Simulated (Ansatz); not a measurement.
# TiC (Fm-3m) in Ansatz: a series of runs

Aim: see how the results for TiC move with the level of theory and the settings. Levels: LDA+U, PBEsol+D4, RPBE, rPW86-PBE, PBE. Tasks: relaxation of cell and atoms, single point.

All numbers are computed with Ansatz 0.2.0; they aren't measurements. Logs are shortened: lines on timing, memory, paths and dates and some standing lists are left out, and cuts for length are marked.

## (1) The structure

It takes space group Fm-3m (No. 225, cubic). The conventional cell has a = 4.331 Å, b = 4.331 Å, c = 4.331 Å, α = 90.00°, β = 90.00°, γ = 90.00°. Around Ti (site symmetry m-3m) lie 6 C at 2.17 Å. C (site symmetry m-3m) is surrounded by 6 Ti at 2.17 Å.

The cell is a database's computed one.

## (2) Relaxation of cell and atoms, LDA+U

input.yaml reads:

```yaml
crystal:
  lattice:
    - [0.0, 2.1657188437, 2.1657188437]
    - [2.1657188437, 0.0, 2.1657188437]
    - [2.1657188437, 2.1657188437, 0.0]
  atoms:
    - { symbol: Ti, position: [0.0, 0.0, 0.0] }
    - { symbol: C, position: [0.5, 0.5, 0.5] }
hamiltonian:
  xc: lda
  pseudopotentials: { kind: paw }
  hubbard: { sites: [{ species: Ti, l: d, u_eff: 6.0 }] }
kpoints:
  mp_grid: { grid: [11, 11, 11] }
scf:
  occupations: { method: fermi_dirac, width: 0.05 }
output:
  forces: true
  stress: true
  write_density: true
  write_potential: true
  elf: true
  volumetric_format: npy
relax:
  f_tol: 0.01
  max_steps: 40
  cell: { stress_tol: 0.05 }
```

Potentials or basis: Ansatz PAW.

Launch:

```console
> ansatz run input.yaml --threads 2 --pin off --max-ram 5120MiB --backend cpu --events-out ev --progress --plain --runs-dir out
```

Output:

```text
Warning: RAYON_NUM_THREADS=2 ignored (pool sized by the plan → 2); use --threads N
Ti: projections on atomic orbitals take those of the free atom [Ne] 3s2 3p6 3d2 4s2, of charge +0.00 (hamiltonian.pseudopotentials.projection_atoms); the dataset's partial waves leave at most 4.1e-7 of an orbital's norm unspanned inside its sphere
C: projections on atomic orbitals take those of the free atom [He] 2s2 2p2, of charge +0.00 (hamiltonian.pseudopotentials.projection_atoms); the dataset's partial waves leave at most 3.7e-9 of an orbital's norm unspanned inside its sphere
Engine: ansatz 0.2.0, aarch64-unknown-linux-gnu
Pseudopotentials: kind: paw
Pseudopotential: Ti, paw, valence charge 12, recommended cutoff 420 eV (normal), Ti.paw.azcp
Pseudopotential: C, paw, valence charge 4, recommended cutoff 420 eV (normal), C.paw.azcp
Functional definition: SPW92
  exchange = slater_x
  correlation = pw_c
Crystal: 2 atoms, lattice volume = 20.316 Å³
Basis set: ecut = 420 eV, 411 PW (Γ)
Bands: 12, of which v1, the nominal top of the filled ones, is band 8 counted from 1 (7 counted from 0)
Symmetry: 48 space group operations
Space group: Fm-3m (ITA 225), of the structure as read, at distance tolerance 2.7e-5 Å
k-points: 56 of 1331
Non-local potential: Ti, projectors of the file, l = 0: 3, l = 1: 2, l = 2: 3, l = 3: 1
Non-local potential: C, projectors of the file, l = 0: 2, l = 1: 2, l = 2: 1
PAW form: soft (Blöchl's): semilocal exchange-correlation on the pseudo side does not see the compensation charge
PAW frozen core: Ti, regenerated for the run's functional, and the local potential with it (the file was generated under x = pbe(κ = 0.804, μ = 0.2195149727645171), c = pbe(β = 0.06672455060314922))
PAW frozen core: C, regenerated for the run's functional, and the local potential with it (the file was generated under x = pbe(κ = 0.804, μ = 0.2195149727645171), c = pbe(β = 0.06672455060314922))
PAW one-centre angular grid: Ti, 590 points (default); XC on 64 Gauss nodes
PAW one-centre angular grid: C, 110 points (default); XC on 64 Gauss nodes
Initial density: superposition of atomic densities (chi_scale 0.1, normalization cell, long waves kept (reshape's long-wave potential 0.00 eV rms))
Initial wavefunctions: pseudopotential atomic-orbital guess
Functional: x = slater, c = lda
SCF iter   1: F=—  HF=-2691.631030 eV  |F-HF|=—  |Δ(HF+E_count)|=         —  Δρ=2.04e-1  dr2=1.12e1  ethr=3.10e-3  ⟨swp⟩=4.3  Hψ=3159  notcnv=0
preconditioner: auto → none  [metal: Δε(μ)=0.074 eV  Ē_g=10.033 eV  σ=0.050 eV  W_gap=0.33  n_scr=8 (ndim 8)  ℏωp=23.3 eV  f_vac=0.000  D(μ)=0.05/eV (n_scr^D=0)  sad-step TF]
SCF iter   2: F=—  HF=-2689.207077 eV  |F-HF|=—  |Δ(HF+E_count)|=    2.42e0  Δρ=4.05e-2  dr2=1.70e-1  ethr=3.10e-3  ⟨swp⟩=2.9  Hψ=1883  notcnv=0
SCF iter   3: F=—  HF=-2689.373692 eV  |F-HF|=—  |Δ(HF+E_count)|=   1.67e-1  Δρ=3.11e-2  dr2=1.28e-1  ethr=1.06e-3  ⟨swp⟩=2.1  Hψ=1105  notcnv=0
SCF iter   4: F=—  HF=-2689.469075 eV  |F-HF|=—  |Δ(HF+E_count)|=   9.54e-2  Δρ=1.31e-2  dr2=3.70e-2  ethr=8.01e-4  ⟨swp⟩=2.1  Hψ=1413  notcnv=0
SCF iter   5: F=—  HF=-2689.463319 eV  |F-HF|=—  |Δ(HF+E_count)|=   5.76e-3  Δρ=2.66e-3  dr2=1.01e-3  ethr=2.32e-4  ⟨swp⟩=3.0  Hψ=1529  notcnv=0
SCF iter   6: F=—  HF=-2689.463910 eV  |F-HF|=—  |Δ(HF+E_count)|=   5.91e-4  Δρ=9.48e-4  dr2=1.18e-4  ethr=6.33e-6  ⟨swp⟩=2.0  Hψ=924  notcnv=0
SCF iter   7: F=—  HF=-2689.464002 eV  |F-HF|=—  |Δ(HF+E_count)|=   9.14e-5  Δρ=2.22e-4  dr2=1.10e-5  ethr=7.38e-7  ⟨swp⟩=2.0  Hψ=1121  notcnv=0
SCF iter   8: F=—  HF=-2689.464005 eV  |F-HF|=—  |Δ(HF+E_count)|=   3.26e-6  Δρ=6.10e-6  dr2=3.18e-9  ethr=6.25e-10  ⟨swp⟩=5.8  Hψ=3680  notcnv=0
SCF iter   9: F=-2689.464005 eV  HF=-2689.464005 eV  |F-HF|=4.33e-10  |Δ(HF+E_count)|=   7.06e-9  Δρ=1.59e-6  dr2=6.00e-10  ethr=1.99e-11  ⟨swp⟩=4.5  Hψ=2885  notcnv=0
SCF 1 converged in 9 iterations: F = -2689.464005 eV  dr2 = 6.00e-10
relax step   1: F+E_penalty+E_count = -2689.46400496 eV  Δ(F+E_penalty+E_count) = +0.000e0 eV  max|allowed force component| = 2.794e-30 eV/Å  Δτ_max = 0.0000 Å  P = -1.699 GPa  Ω = 20.316 Å³  (9 SCF iters, dr2 threshold 1.00e-7 eV, accepted)
Crystal: 2 atoms, lattice volume = 20.195 Å³
Initial density: handed on by an earlier stage of this run
Initial wavefunctions: those handed on with the density
iter 1 solved again at ethr=5.65e-6 eV; its pass at ethr=3.10e-3 eV (dr2=9.04e-4 eV) is discarded
SCF iter   1: F=—  HF=-2689.465138 eV  |F-HF|=—  |Δ(HF+E_count)|=         —  Δρ=1.74e-3  dr2=7.90e-4  ethr=5.65e-6  ⟨swp⟩=1.0  Hψ=4098  notcnv=0
preconditioner: auto → none  [metal: Δε(μ)=0.142 eV  Ē_g=8.221 eV  σ=0.050 eV  W_gap=0.46  n_scr=8 (ndim 8)  ℏωp=23.4 eV  f_vac=0.000  D(μ)=0.11/eV (n_scr^D=0)]
SCF iter   2: F=—  HF=-2689.465210 eV  |F-HF|=—  |Δ(HF+E_count)|=   7.18e-5  Δρ=2.21e-3  dr2=1.19e-3  ethr=4.94e-6  ⟨swp⟩=2.0  Hψ=904  notcnv=0
SCF iter   3: F=—  HF=-2689.464996 eV  |F-HF|=—  |Δ(HF+E_count)|=   2.14e-4  Δρ=5.18e-4  dr2=5.68e-5  ethr=4.94e-6  ⟨swp⟩=2.1  Hψ=781  notcnv=0
SCF iter   4: F=—  HF=-2689.464994 eV  |F-HF|=—  |Δ(HF+E_count)|=   1.93e-6  Δρ=3.54e-5  dr2=9.18e-8  ethr=1.25e-9  ⟨swp⟩=6.0  Hψ=3881  notcnv=0
SCF iter   5: F=—  HF=-2689.464995 eV  |F-HF|=—  |Δ(HF+E_count)|=   6.31e-7  Δρ=5.13e-5  dr2=5.03e-7  ethr=5.74e-10  ⟨swp⟩=7.0  Hψ=3553  notcnv=0
SCF iter   6: F=-2689.464994 eV  HF=-2689.464994 eV  |F-HF|=6.33e-9  |Δ(HF+E_count)|=   1.15e-7  Δρ=8.57e-6  dr2=1.49e-8  ethr=5.74e-10  ⟨swp⟩=5.3  Hψ=3460  notcnv=0
SCF 2 converged in 6 iterations: F = -2689.464994 eV  dr2 = 1.49e-8
relax step   2: F+E_penalty+E_count = -2689.46499449 eV  Δ(F+E_penalty+E_count) = -9.895e-4 eV  max|allowed force component| = 2.580e-30 eV/Å  Δτ_max = 0.0000 Å  P = -0.193 GPa  Ω = 20.195 Å³  energy of the carried Pulay correction = +2.741e-4 eV  (6 SCF iters, dr2 threshold 2.00e-7 eV, accepted)
Crystal: 2 atoms, lattice volume = 20.180 Å³
iter 1 solved again at ethr=9.94e-8 eV; its pass at ethr=3.10e-3 eV (dr2=1.59e-5 eV) is discarded
SCF iter   1: F=—  HF=-2689.465041 eV  |F-HF|=—  |Δ(HF+E_count)|=         —  Δρ=2.29e-4  dr2=1.36e-5  ethr=9.94e-8  ⟨swp⟩=1.0  Hψ=3881  notcnv=0
preconditioner: auto → none  [metal: Δε(μ)=0.139 eV  Ē_g=8.214 eV  σ=0.050 eV  W_gap=0.45  n_scr=8 (ndim 8)  ℏωp=23.4 eV  f_vac=0.000  D(μ)=0.11/eV (n_scr^D=0)]
SCF iter   2: F=—  HF=-2689.465042 eV  |F-HF|=—  |Δ(HF+E_count)|=   1.21e-6  Δρ=2.89e-4  dr2=2.03e-5  ethr=8.52e-8  ⟨swp⟩=2.0  Hψ=897  notcnv=0
SCF iter   3: F=—  HF=-2689.465039 eV  |F-HF|=—  |Δ(HF+E_count)|=   3.76e-6  Δρ=2.11e-5  dr2=4.77e-8  ethr=5.80e-10  ⟨swp⟩=6.1  Hψ=3696  notcnv=0
SCF iter   4: F=-2689.465039 eV  HF=-2689.465039 eV  |F-HF|=2.32e-9  |Δ(HF+E_count)|=   1.10e-7  Δρ=7.31e-6  dr2=1.19e-8  ethr=2.98e-10  ⟨swp⟩=6.6  Hψ=2999  notcnv=0
SCF 3 converged in 4 iterations: F = -2689.465039 eV  dr2 = 1.19e-8
relax step   3: F+E_penalty+E_count = -2689.46503866 eV  Δ(F+E_penalty+E_count) = -4.417e-5 eV  max|allowed force component| = 7.889e-31 eV/Å  Δτ_max = 0.0000 Å  P = +0.002 GPa  Ω = 20.180 Å³  energy of the carried Pulay correction = +3.091e-4 eV  (4 SCF iters, dr2 threshold 9.28e-8 eV, accepted)
Initial wavefunctions: pseudopotential atomic-orbital guess (no wavefunctions were taken with the density)
iter 1 solved again at ethr=4.78e-10 eV; its pass at ethr=3.10e-3 eV (dr2=7.65e-8 eV) is discarded
SCF iter   1: F=—  HF=-2689.464809 eV  |F-HF|=—  |Δ(HF+E_count)|=         —  Δρ=2.71e-5  dr2=6.03e-8  ethr=4.78e-10  ⟨swp⟩=3.0  Hψ=5299  notcnv=0
preconditioner: auto → none  [metal: Δε(μ)=0.139 eV  Ē_g=8.212 eV  σ=0.050 eV  W_gap=0.45  n_scr=8 (ndim 8)  ℏωp=23.4 eV  f_vac=0.000  D(μ)=0.11/eV (n_scr^D=0)]
SCF iter   2: F=—  HF=-2689.464809 eV  |F-HF|=—  |Δ(HF+E_count)|=   1.74e-8  Δρ=1.73e-5  dr2=4.73e-8  ethr=3.77e-10  ⟨swp⟩=2.0  Hψ=894  notcnv=0
SCF iter   3: F=—  HF=-2689.464809 eV  |F-HF|=—  |Δ(HF+E_count)|=   5.46e-9  Δρ=1.03e-5  dr2=9.13e-9  ethr=2.95e-10  ⟨swp⟩=2.1  Hψ=879  notcnv=0
SCF iter   4: F=—  HF=-2689.464809 eV  |F-HF|=—  |Δ(HF+E_count)|=   3.26e-9  Δρ=3.43e-6  dr2=9.02e-10  ethr=5.71e-11  ⟨swp⟩=2.0  Hψ=753  notcnv=0
SCF iter   5: F=—  HF=-2689.464809 eV  |F-HF|=—  |Δ(HF+E_count)|=  7.92e-10  Δρ=4.60e-7  dr2=1.07e-11  ethr=1.00e-12  ⟨swp⟩=4.0  Hψ=2829  notcnv=0
SCF iter   6: F=-2689.464809 eV  HF=-2689.464809 eV  |F-HF|=9.09e-13  |Δ(HF+E_count)|=  7.82e-11  Δρ=6.72e-8  dr2=2.91e-13  ethr=1.00e-12  ⟨swp⟩=4.8  Hψ=2341  notcnv=0
SCF 4 converged in 6 iterations: F = -2689.464809 eV  dr2 = 2.91e-13
relax step   4: F+E_penalty+E_count = -2689.46480887 eV  Δ(F+E_penalty+E_count) = +2.298e-4 eV  max|allowed force component| = 1.430e-30 eV/Å  Δτ_max = 0.0000 Å  P = -0.024 GPa  Ω = 20.180 Å³  stress off target by 2.39e-2 GPa  SCF on the basis re-selected at this cell (its energy is not comparable with the rows above)  (6 SCF iters)
basis re-selected at this cell: Δ(F+E_penalty+E_count) = +2.298e-4 eV, ΔP = -0.026 GPa vs the last step (what re-selecting the basis moved, of the pressure what is left beyond the Pulay correction that the steps carried, after the strain that the cell walked since its last selection, with what the two solves' SCF thresholds leave and, on support functions, any second-order correction that the steps lacked; it is no measure of the basis error at this ecutwfc). This SCF's stress stands 2.39e-2 GPa from its target on what of the cell is left free (relax.cell.stress_tol is 5.00e-2 GPa) and its largest allowed force component is 1.43e-30 eV/Å (relax.f_tol is 1.00e-2 eV/Å): within both
SCF converged after 6 iterations
Free energy (F): -2689.464809 eV
Harris-Foulkes:  -2689.464809 eV  (|F-HF|=9.09e-13)
Internal energy: -2689.463779 eV  (E = F + TS)
E sigma→0 (E₀):  -2689.464294 eV
Entropy (-TS):   -0.001030 eV (-0.515 meV/atom)
Fermi energy:    15.436984 eV
--- Per-component energies (eV) ---
  E_band       = -111.611812
  E_kinetic    = 363.001675
  E_local      = -770.845925  (includes V_loc(G=0)·N_el)
  E_nonlocal   = 35.250854
  E_hartree    = 308.700792
  E_xc         = -146.769922
  E_vxc        = -184.092469  (∫ρ·V_xc dr)
  E_hubbard    = 5.361090  (on-site DFT+U / exact-exchange correction)
  E_vhub       = 2.987772  (the Hubbard potential's part of the band-sum identity)
  E_paw        = -1088.164616  (= ΣΔE_a)
  E_vpaw       = -175.315429  (= ΣTr[D̂ρ^β])
  E_aug_tail   = 0.000124  (compensation charges beyond the density's cutoff)
  E_ewald      = -1396.386635
  E_core_change = 0.388783  (= ΣΔE_core)
  E_smearing   = -0.001030  (= −TS)
  E_closure    = 0.000000  (closes the sum)
  Σ components = -2689.464809   (vs F -2689.464809, Δ=0.00e0)
--- Forces (eV/Å), atoms counted from 1 ---
  atom   1  Ti    -0.00000000     0.00000000    -0.00000000
  atom   2  C      0.00000000    -0.00000000    -0.00000000
  max |Σ_I F_I| component: 1.87e-30 eV/Å
--- Stress (GPa, compression-positive) ---
       -0.023945      -0.000000      -0.000000
       -0.000000      -0.023945      -0.000000
       -0.000000      -0.000000      -0.023945
  P = ⅓ Tr σ = -0.0239 GPa (-0.239 kbar)
--- Band table (eV; the first three rows and the last of 56) ---
  k-point 0: bands = ["-42.1635", "-18.4586", "-18.4586", "-18.4586", "2.5128", "16.3857", "16.3857", "16.6814", "16.6814", "16.6814", "16.7108", "16.7108"]
  k-point 1: bands = ["-42.1574", "-18.4990", "-18.4624", "-18.4624", "2.7045", "15.1777", "15.1777", "15.4349", "16.7777", "16.7777", "17.5302", "18.0862"]
  k-point 2: bands = ["-42.1398", "-18.6065", "-18.4728", "-18.4728", "3.2583", "13.8761", "14.0052", "14.0052", "17.1575", "17.1575", "18.0511", "19.6140"]
  k-point 55: bands = ["-42.0624", "-18.7724", "-18.7500", "-18.6196", "5.7323", "11.7830", "11.9437", "12.4705", "18.0956", "18.6151", "19.4336", "19.8289"]
Occupation matrices written to <dir>
--- Relaxed structure (3 steps of the walk, 3 accepted, 1 SCFs on fresh bases) ---
  F+E_penalty+E_count = -2689.46480887 eV   max|allowed force component| = 1.430e-30 eV/Å   (the final SCF, on the basis selected at the relaxed cell)
  cell:  # Å, volume = 20.1799 Å³
    - [4.649526980017226e-34, 2.1608757028618832, 2.1608757028618832]
    - [2.1608757028618832, -4.267374077550056e-34, 2.1608757028618832]
    - [2.1608757028618832, 2.1608757028618832, 7.643058049343389e-35]
  atoms:
    - { symbol: Ti, position: [-2.547415993497139e-36, 1.8526661770890566e-36, 2.3158327213599926e-36] }
    - { symbol: C, position: [0.5, 0.5, 0.5] }
```

Wall time 4.5 s (2 threads of Arm Neoverse V1, shared host); peak memory 0.3 GiB.

What came out:

* Free energy: -2689.4648 eV
* Relaxed volume: 10.09 Å³/atom
* Relaxed cell: a = 3.056 Å, b = 3.056 Å, c = 3.056 Å, α = 60.00°, β = 60.00°, γ = 60.00°
* Space group after relaxing (to 0.05 Å): Fm-3m (No. 225)
* Energy gained by relaxing: 0.4 meV/atom
* Ionic steps: 4
* Pressure after relaxing: 0.0 GPa
* Band gap on the k mesh: none (metal or under the smearing width)

The path:
```tsv
step	energy change (eV)	largest force (eV/Å)	volume (Å³)
1	0.0000	0.0000	20.32
2	-0.0010	0.0000	20.20
3	-0.0010	0.0000	20.18
4	-0.0008	0.0000	20.18
```

Final structure:
```
Ti C
1.0
     0.00000    2.16088    2.16088
     2.16088    0.00000    2.16088
     2.16088    2.16088    0.00000
Ti C
1 1
Direct
  0.00000 0.00000 0.00000
  0.50000 0.50000 0.50000
```

Eigenvalues of the final occupation matrices:
```csv
site,spin,trace,eigenvalues
site 1,1,1.29,0.17 0.17 0.17 0.40 0.40
```

Caveat: the plane-wave basis is chosen anew once the cell has moved, so the energies of steps on either side of that aren't comparable; the pressure holds a Pulay correction of +0.4 GPa for the finite cutoff; U without spin polarisation on a metal has little footing; the PAW data sets come from PBE, with cores solved anew for the run's functional, which leaves a small shift of forces and pressure; the U is typed as a test and isn't derived for this compound.

## (3) Relaxation of cell and atoms, PBEsol+D4

input.yaml, as its differences from that of step 2:

```diff
@@ -9,5 +9,5 @@
 hamiltonian:
-  xc: lda
+  xc: pbesol
   pseudopotentials: { kind: paw }
-  hubbard: { sites: [{ species: Ti, l: d, u_eff: 6.0 }] }
+  dispersion: d4
 kpoints:
@@ -19,6 +19,2 @@
   stress: true
-  write_density: true
-  write_potential: true
-  elf: true
-  volumetric_format: npy
 relax:
```

Potentials or basis: Ansatz PAW.

Launch:

```console
> ansatz run input.yaml --threads 2 --pin off --max-ram 5120MiB --backend cpu --events-out ev --progress --plain --runs-dir out
```

Wall time 5.8 s (2 threads of Arm Neoverse V1, shared host); peak memory 0.29 GiB.

The run converged. Its results:

- Free energy: -2722.7465 eV
- Relaxed volume: 9.79 Å³/atom
- Relaxed cell: a = 3.025 Å, b = 3.025 Å, c = 3.025 Å, α = 60.00°, β = 60.00°, γ = 60.00°
- Space group after relaxing (to 0.05 Å): Fm-3m (No. 225)
- Energy gained by relaxing: 11.2 meV/atom
- Ionic steps: 7
- Pressure after relaxing: 0.0 GPa

The path:
```csv
step,energy change (eV),largest force (eV/Å),volume (Å³)
1,0.0000,0.0000,20.32
2,-0.0231,0.0000,19.65
3,-0.0235,0.0000,19.58
4,-0.0235,0.0000,19.58
5,-0.0225,0.0000,19.58
6,-0.0225,0.0000,19.58
7,-0.0225,0.0000,19.58
```

Final structure:
```cif
data_structure
_symmetry_space_group_name_H-M 'P 1'
_symmetry_Int_Tables_number 1
_cell_length_a 3.0251
_cell_length_b 3.0251
_cell_length_c 3.0251
_cell_angle_alpha 60.000
_cell_angle_beta 60.000
_cell_angle_gamma 60.000
_cell_volume 19.58
loop_
_atom_site_label
_atom_site_type_symbol
_atom_site_fract_x
_atom_site_fract_y
_atom_site_fract_z
_atom_site_occupancy
Ti1 Ti 0.00000 0.00000 0.00000 1
C1 C 0.50000 0.50000 0.50000 1
```

Caveat: the plane-wave basis is chosen anew once the cell has moved, so the energies of steps on either side of that aren't comparable; the PAW data sets come from PBE, with cores solved anew for the run's functional, which leaves a small shift of forces and pressure.

(Continued in part 2 of 2.)
